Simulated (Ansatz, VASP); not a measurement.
# Two plane-wave programs on CdSe

```
Cd Se
1.0
     3.47990    0.00000    0.00000
     0.00000    3.47990    0.00000
     0.00000    0.00000    3.47990
Cd Se
1 1
Direct
  0.00000 0.00000 0.00000
  0.50000 0.50000 0.50000
```

Measurements of this composition are mostly on another form, of space group No. 186.

Alike in both runs: task single point; functional PBE; k mesh 12 × 12 × 12; occupations gaussian, width 0.15 eV; no spin polarisation.

```csv
,VASP,Ansatz
version,VASP 6.6.1,Ansatz 0.2.0
potentials or method,"VASP PAW PBE potentials, release 64 (Cd, Se)","scalar-relativistic, plane waves, PAW"
plane-wave cutoff (eV),520,420
valence electrons in the cell,18,36
```

```tsv
	VASP	Ansatz	Ansatz less VASP
gap on the k mesh at the Fermi level (eV)	none	none	-
pressure (GPa)	4.9	4.5	-0.37
```

A gap of «none» marks a metal or a gap that the smearing closes. The two sets of potentials don't hold the same shells in valence.
